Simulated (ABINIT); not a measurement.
**BaO (Fm-3m): G0W0 in ABINIT against the screening cutoff in the self-energy**

Aim: move the screening cutoff in the self-energy of a G0W0 run on BaO (Fm-3m) over a wide range.

Main program and level: ABINIT 10.8.3; PBE and many-body steps on it, plane waves.

The database entry behind the starting cell differs from later determinations by our own check (about 0.7 % short), so it need not match the best structure at ambient conditions.

## Step 1: The structure

It takes space group Fm-3m (No. 225, cubic). Conventional cell: a = 5.500 Å, b = 5.500 Å, c = 5.500 Å, α = 90.00°, β = 90.00°, γ = 90.00°. Nearest to Ba lie 6 O at 2.75 Å. Nearest to O lie 6 Ba at 2.75 Å. Farther neighbours and most contacts between anions are not listed.

The cell and positions come from the Crystallography Open Database and are kept as given unless a step says otherwise. Spin-orbit coupling is left out unless a step names it.

## Step 2: Screening, 6×6×6 mesh, 275 bands, screening to 272.1 eV

This step: ABINIT 10.8.3; RPA screening on PBE, plane waves, norm-conserving pseudopotentials.

The RPA dielectric matrix is built and inverted for each q.

run.abi reads:

```
acell 3*1.0 Angstrom
rprim 
  -0.000000000000 2.750000000000 2.750000000000
  2.750000000000 -0.000000000000 2.750000000000
  2.750000000000 2.750000000000 -0.000000000000
ntypat 2
znucl 56 8
natom 2
typat 1 2
xred 
  0.000000000000 0.000000000000 0.000000000000
  0.500000000000 0.500000000000 0.500000000000
pp_dirpath "pseudos"
pseudos "Ba.upf, O.upf"
ecut 36
ngkpt 6 6 6
nshiftk 1
shiftk 0 0 0
kptopt 1
chksymbreak 0
istwfk *1
occopt 1
irdwfk 1
optdriver 3
nband 275
ecuteps 10
inclvkb 2
awtr 1
symchi 1
indata_prefix "in"
outdata_prefix "out"
tmpdata_prefix "tmp"
```

Launch:

```console
> OMP_NUM_THREADS=1 mpirun -n 8 abinit run.abi > log
```

Output:

```text
.Version 10.8.3 of ABINIT. v10.8.2 released Aug 2026.

 Symmetries : space group Fm -3 m (#225); Bravais cF (face-center cubic)
[... echo of the input left out ...]
== DATASET  1 ==================================================================
-   mpi_nproc: 8, omp_nthreads: 1 (-1 if OMP is not activated)

--- !DatasetInfo
iteration_state: {dtset: 1, }
dimensions: {natom: 2, nkpt: 16, mband: 275, nsppol: 1, nspinor: 1, nspden: 1, mpw: 2914, }
cutoff_energies: {ecut:  36.0, pawecutdg:  -1.0, }
electrons: {nelect:   1.60000000E+01, charge:   0.00000000E+00, occopt:   1.00000000E+00, tsmear:   1.00000000E-02, }

 SCREENING: Calculation of the susceptibility and dielectric matrices

 Based on a program developped by R.W. Godby, V. Olevano, G. Onida, and L. Reining.
 Incorporated in ABINIT by V. Olevano, G.-M. Rignanese, and M. Torrent.
.Using double precision arithmetic ; gwpc =  8

[... cell and pseudopotentials left out ...]
--------------------------------------------------------------------------------

 ==== K-mesh for the wavefunctions ====
 Number of points in the irreducible wedge :    16
[... list of points left out ...]
 Together with 48 symmetry operations and time-reversal symmetry
 yields   216 points in the full Brillouin Zone.

 ==== Q-mesh for the screening function ====
 Number of points in the irreducible wedge :    16
[... list of points left out ...]
 Together with 48 symmetry operations and time-reversal symmetry
 yields   216 points in the full Brillouin Zone.

 setmesh: FFT mesh size selected  =    30x   30x   30
          total number of points  =        27000

 vcoul_init : cutoff-mode = AUXILIARY_FUNCTION
 q-points for optical limit:   1
     1)      0.000010    0.000020    0.000030

- screening: taking advantage of time-reversal symmetry
- Maximum band index for partially occupied states nbvw = 8
- Remaining bands to be divided among processors   nbcw = 267
- Number of bands treated by each node ~33

 Number of electrons calculated from density =   16.0000; Expected =   16.0000
 average of density, n =  0.057003
 r_s =    1.6119
 omega_plasma =   23.0305 [eV]

 calculating chi0 at frequencies [eV] :
  1    0.000000E+00    0.000000E+00
  2    0.000000E+00    2.303049E+01

--------------------------------------------------------------------------------
  q-point number  1        q = ( 0.000000, 0.000000, 0.000000) [r.l.u.]
--------------------------------------------------------------------------------
[... chi0 elements left out ...]
 For q-point:  0.000010 0.000020 0.000030
  dielectric constant =   4.0125
  dielectric constant without local fields =   4.4940

  Average fulfillment of the sum rule on Im[epsilon] for q-point    1 :     96.12  [%]
[... wings left out ...]
  q-point number  2        q = ( 0.166667, 0.000000, 0.000000) [r.l.u.]
--------------------------------------------------------------------------------
[... chi0 elements left out ...]
  Average fulfillment of the sum rule on Im[epsilon] for q-point    2 :    103.18  [%]

 [... 14 further q-points ...]
```

The job ended after 3.9 min (8 MPI ranks of Intel Xeon Platinum 8488C (Sapphire Rapids), shared host; peak memory 3.8 GiB).

Numbers from this step:

- ε∞ with local fields, on this mesh, along the program's q direction: 4.013
- the same without local fields: 4.494
- plasma frequency: 23.03 eV
- plane waves in the screening matrix: 411

Local fields lower ε∞ by 11 %.

## Step 3: 1 Ha

This step: G0W0 on PBE, plane waves, norm-conserving pseudopotentials.

run.abi, as its differences from that of step 2:

```diff
@@ -23,8 +23,17 @@
 irdwfk 1
-optdriver 3
+optdriver 4
 nband 275
-ecuteps 10
-inclvkb 2
-awtr 1
-symchi 1
+gwcalctyp 0
+ecutsigx 36
+symsigma 1
+nkptgw 2
+kptgw 
+  0.5000000000 0.5000000000 0.0000000000
+  0.0000000000 0.0000000000 0.0000000000
+bdgw 
+  6 10
+  6 12
+ecuteps 1
+irdscr 1
+ppmodel 1
 indata_prefix "in"
```

Output:

```text
.Version 10.8.3 of ABINIT. v10.8.2 released Aug 2026.

 Symmetries : space group Fm -3 m (#225); Bravais cF (face-center cubic)
[... echo of the input left out ...]
== DATASET  1 ==================================================================
-   mpi_nproc: 8, omp_nthreads: 1 (-1 if OMP is not activated)

--- !DatasetInfo
iteration_state: {dtset: 1, }
dimensions: {natom: 2, nkpt: 16, mband: 275, nsppol: 1, nspinor: 1, nspden: 1, mpw: 2914, }
cutoff_energies: {ecut:  36.0, pawecutdg:  -1.0, }
electrons: {nelect:   1.60000000E+01, charge:   0.00000000E+00, occopt:   1.00000000E+00, tsmear:   1.00000000E-02, }

 SIGMA: Calculation of the GW corrections

 Based on a program developped by R.W. Godby, V. Olevano, G. Onida, and L. Reining.
 Incorporated in ABINIT by V. Olevano, G.-M. Rignanese, and M. Torrent.
.Using double precision arithmetic ; gwpc =  8

[... cell and pseudopotentials left out ...]
--------------------------------------------------------------------------------

 ==== K-mesh for the wavefunctions ====
 Number of points in the irreducible wedge :    16
[... list of points left out ...]
 Together with 48 symmetry operations and time-reversal symmetry
 yields   216 points in the full Brillouin Zone.

 ==== Q-mesh for screening function ====
 Number of points in the irreducible wedge :    16
[... list of points left out ...]
 Together with 48 symmetry operations and time-reversal symmetry
 yields   216 points in the full Brillouin Zone.

 vcoul_init : cutoff-mode = AUXILIARY_FUNCTION
 q-points for optical limit:   1
     1)      0.000010    0.000020    0.000030
 setmesh: FFT mesh size selected  =    40x   40x   40
          total number of points  =        64000

 Number of electrons calculated from density =   16.0000; Expected =   16.0000
 average of density, n =  0.057003
 r_s =    1.6119
 omega_plasma =   23.0305 [eV]

 === KS Band Gaps ===
  >>>> For spin  1
   Minimum direct gap =   1.9384 [eV], located at k-point      :   0.5000  0.5000  0.0000
   Fundamental gap    =   1.9384 [eV], Top of valence bands at :   0.5000  0.5000  0.0000
                                       Bottom of conduction at :   0.5000  0.5000  0.0000
 SIGMA fundamental parameters:
 PLASMON POLE MODEL  1
 number of plane-waves for SigmaX                 2891
 number of plane-waves for SigmaC and W             15
 number of plane-waves for wavefunctions          2891
 number of bands                                   275
 number of independent spin polarizations            1
 number of spinorial components                      1
 number of k-points in IBZ                          16
 number of q-points in IBZ                          16
 number of symmetry operations                      48
 number of k-points in BZ                          216
 number of q-points in BZ                          216
 number of frequencies for dSigma/dE                 9
 frequency step for dSigma/dE [eV]                0.25
 number of omega for Sigma on real axis              0
 max omega for Sigma on real axis  [eV]           0.00
 zcut for avoiding poles [eV]                     0.10

 EPSILON^-1 parameters (SCR file):
 dimension of the eps^-1 matrix on file            411
 dimension of the eps^-1 matrix used                15
 number of plane-waves for wavefunctions          2891
 number of bands                                   275
 number of q-points in IBZ                          16
 number of frequencies                               2
 number of real frequencies                          1
 number of imag frequencies                          1

 matrix elements of self-energy operator (all in [eV])

 Perturbative Calculation

--- !SelfEnergy_ee
iteration_state: {dtset: 1, }
kpoint     : [   0.500,    0.500,    0.000, ]
spin       : 1
KS_gap     :    1.938
QP_gap     :    3.425
Delta_QP_KS:    1.487
data: !SigmaeeData |
     Band     E0 <VxcDFT>   SigX SigC(E0)      Z dSigC/dE  Sig(E)    E-E0       E
        6   5.561 -18.624 -23.592   3.720   0.814  -0.228 -19.641  -1.017   4.544
        7   5.561 -18.624 -23.592   3.720   0.814  -0.228 -19.641  -1.017   4.544
        8   5.775 -18.633 -23.439   3.613   0.818  -0.222 -19.609  -0.976   4.799
        9   7.713  -8.673  -4.540  -3.534   0.852  -0.173  -8.162   0.511   8.224
       10  11.860 -11.623  -6.729  -3.749   0.849  -0.177 -10.651   0.972  12.831

--- !SelfEnergy_ee
iteration_state: {dtset: 1, }
kpoint     : [   0.000,    0.000,    0.000, ]
spin       : 1
KS_gap     :    4.097
QP_gap     :    5.469
Delta_QP_KS:    1.372
data: !SigmaeeData |
     Band     E0 <VxcDFT>   SigX SigC(E0)      Z dSigC/dE  Sig(E)    E-E0       E
        6   5.336 -18.452 -23.582   3.810   0.811  -0.233 -19.523  -1.072   4.264
[...]
10  10.476  -9.827  -4.987  -3.769   0.849  -0.177  -8.918   0.909  11.385
       11  10.476  -9.827  -4.987  -3.769   0.849  -0.177  -8.918   0.909  11.385
       12  10.476  -9.827  -4.987  -3.769   0.849  -0.177  -8.918   0.909  11.385

== END DATASET(S) ==============================================================
================================================================================

 -outvars: echo values of variables after computation  --------
           etotal      0.0000000000E+00
            nband         275
             nkpt          16
          spgroup         225
 [... the other variables as echoed above ...]

 Calculation completed.
```

The job ended after 5.4 s (8 MPI ranks; peak memory 1.7 GiB).

Numbers from this step:

```yaml
g0w0_gap_on_the_points_computed: 3.425 eV
starting_gap_on_the_mesh: 1.938 eV
k_of_the_valence_top: 0.5, 0.5, 0
k_of_the_conduction_bottom: 0.5, 0.5, 0
z_at_the_valence_top: 0.818
z_at_the_conduction_bottom: 0.852
least_direct_g0w0_gap_on_the_computed_points: 3.425 eV
```

## Step 4: 2 Ha

run.abi, as its differences from that of step 3:

```diff
@@ -35,3 +35,3 @@
   6 12
-ecuteps 1
+ecuteps 2
 irdscr 1
```

Output:

```text
.Version 10.8.3 of ABINIT. v10.8.2 released Aug 2026.

 Symmetries : space group Fm -3 m (#225); Bravais cF (face-center cubic)
[... echo of the input left out ...]
== DATASET  1 ==================================================================
-   mpi_nproc: 8, omp_nthreads: 1 (-1 if OMP is not activated)

--- !DatasetInfo
iteration_state: {dtset: 1, }
dimensions: {natom: 2, nkpt: 16, mband: 275, nsppol: 1, nspinor: 1, nspden: 1, mpw: 2914, }
cutoff_energies: {ecut:  36.0, pawecutdg:  -1.0, }
electrons: {nelect:   1.60000000E+01, charge:   0.00000000E+00, occopt:   1.00000000E+00, tsmear:   1.00000000E-02, }

 SIGMA: Calculation of the GW corrections

 Based on a program developped by R.W. Godby, V. Olevano, G. Onida, and L. Reining.
 Incorporated in ABINIT by V. Olevano, G.-M. Rignanese, and M. Torrent.
.Using double precision arithmetic ; gwpc =  8

[... cell and pseudopotentials left out ...]
--------------------------------------------------------------------------------

 ==== K-mesh for the wavefunctions ====
 Number of points in the irreducible wedge :    16
[... list of points left out ...]
 Together with 48 symmetry operations and time-reversal symmetry
 yields   216 points in the full Brillouin Zone.

 ==== Q-mesh for screening function ====
 Number of points in the irreducible wedge :    16
[... list of points left out ...]
 Together with 48 symmetry operations and time-reversal symmetry
 yields   216 points in the full Brillouin Zone.

 vcoul_init : cutoff-mode = AUXILIARY_FUNCTION
 q-points for optical limit:   1
     1)      0.000010    0.000020    0.000030
 setmesh: FFT mesh size selected  =    40x   40x   40
          total number of points  =        64000

 Number of electrons calculated from density =   16.0000; Expected =   16.0000
[...]
number of omega for Sigma on real axis              0
 max omega for Sigma on real axis  [eV]           0.00
 zcut for avoiding poles [eV]                     0.10

 EPSILON^-1 parameters (SCR file):
 dimension of the eps^-1 matrix on file            411
 dimension of the eps^-1 matrix used                27
 number of plane-waves for wavefunctions          2891
 number of bands                                   275
 number of q-points in IBZ                          16
 number of frequencies                               2
 number of real frequencies                          1
 number of imag frequencies                          1

 matrix elements of self-energy operator (all in [eV])

 Perturbative Calculation

--- !SelfEnergy_ee
iteration_state: {dtset: 1, }
kpoint     : [   0.500,    0.500,    0.000, ]
spin       : 1
KS_gap     :    1.938
QP_gap     :    3.153
Delta_QP_KS:    1.214
data: !SigmaeeData |
     Band     E0 <VxcDFT>   SigX SigC(E0)      Z dSigC/dE  Sig(E)    E-E0       E
        6   5.561 -18.624 -23.592   3.910   0.799  -0.251 -19.469  -0.845   4.716
        7   5.561 -18.624 -23.592   3.910   0.799  -0.251 -19.469  -0.845   4.716
        8   5.775 -18.633 -23.439   3.814   0.803  -0.245 -19.430  -0.796   4.978
[...]
--- !SelfEnergy_ee
iteration_state: {dtset: 1, }
kpoint     : [   0.000,    0.000,    0.000, ]
spin       : 1
KS_gap     :    4.097
QP_gap     :    5.236
Delta_QP_KS:    1.139
data: !SigmaeeData |
     Band     E0 <VxcDFT>   SigX SigC(E0)      Z dSigC/dE  Sig(E)    E-E0       E
[...]
11  10.476  -9.827  -4.987  -3.896   0.846  -0.182  -9.029   0.798  11.274
       12  10.476  -9.827  -4.987  -3.896   0.846  -0.182  -9.029   0.798  11.274

== END DATASET(S) ==============================================================
================================================================================

 -outvars: echo values of variables after computation  --------
           etotal      0.0000000000E+00
            nband         275
             nkpt          16
          spgroup         225
 [... the other variables as echoed above ...]

 Calculation completed.
```

Run time: 5.7 s. Hardware: 8 MPI ranks; peak memory 1.7 GiB.

This step gave:

| Quantity | Value |
| --- | --- |
| G0W0 gap on the points computed | 3.153 eV |
| starting gap on the mesh | 1.938 eV |
| k of the valence top | 0.5, 0.5, 0 |
| k of the conduction bottom | 0.5, 0.5, 0 |
| Z at the valence top | 0.803 |
| Z at the conduction bottom | 0.85 |
| least direct G0W0 gap on the computed points | 3.153 eV |

## Step 5: 3.5 Ha

The self-energy is evaluated for the states that the input lists, and the levels follow from it, in one-shot runs by the linearised quasiparticle equation.

run.abi, as its differences from that of step 4:

```diff
@@ -35,3 +35,3 @@
   6 12
-ecuteps 2
+ecuteps 3.5
 irdscr 1
```

Output:

```text
.Version 10.8.3 of ABINIT. v10.8.2 released Aug 2026.

 Symmetries : space group Fm -3 m (#225); Bravais cF (face-center cubic)
[... echo of the input left out ...]
== DATASET  1 ==================================================================
-   mpi_nproc: 8, omp_nthreads: 1 (-1 if OMP is not activated)

--- !DatasetInfo
iteration_state: {dtset: 1, }
dimensions: {natom: 2, nkpt: 16, mband: 275, nsppol: 1, nspinor: 1, nspden: 1, mpw: 2914, }
cutoff_energies: {ecut:  36.0, pawecutdg:  -1.0, }
[...]
Band     E0 <VxcDFT>   SigX SigC(E0)      Z dSigC/dE  Sig(E)    E-E0       E
[...]
11  10.476  -9.827  -4.987  -4.088   0.842  -0.188  -9.195   0.632  11.108
       12  10.476  -9.827  -4.987  -4.088   0.842  -0.188  -9.195   0.632  11.108

== END DATASET(S) ==============================================================
================================================================================

 -outvars: echo values of variables after computation  --------
           etotal      0.0000000000E+00
            nband         275
             nkpt          16
          spgroup         225
 [... the other variables as echoed above ...]

 Calculation completed.
```

It took 8 s on 8 MPI ranks; peak memory 2.1 GiB; 62 s of CPU time.

This step gave:

* G0W0 gap on the points computed: 2.949 eV
* starting gap on the mesh: 1.938 eV
* k of the valence top: 0.5, 0.5, 0
* k of the conduction bottom: 0.5, 0.5, 0
* least direct G0W0 gap on the computed points: 2.949 eV

The gap on the mesh goes from 1.94 eV to 2.95 eV, a correction of +1.01 eV.

(Part 1 of 2 ends here.)

[Paths, hosts, dates, memory and timing lines, banners, echoed tables and standing remarks are left out of the program output.]

[Logs are printed without paths, hosts, clocks, repeated set-up lines and the standing remarks that a program may print on its own settings, such as how far it seeks lower states.]

[Runs of the session that timed out or met a known fault of the program may be left out.]

[Hosts, paths, dates, database ids (printed as entryN), source tags and the programs' standing remarks are cut or masked in the printed files.]

[G0W0 gaps are taken among the corrected bands and points alone; a level outside them can change the order at an edge.]

[Where Ansatz stands beside ABINIT at settings called matched, ABINIT's density can come from a denser mesh and the files from another edition; pairs whose starting gaps differed by over 0.03 eV were left out, so agreement reads better than it is.]
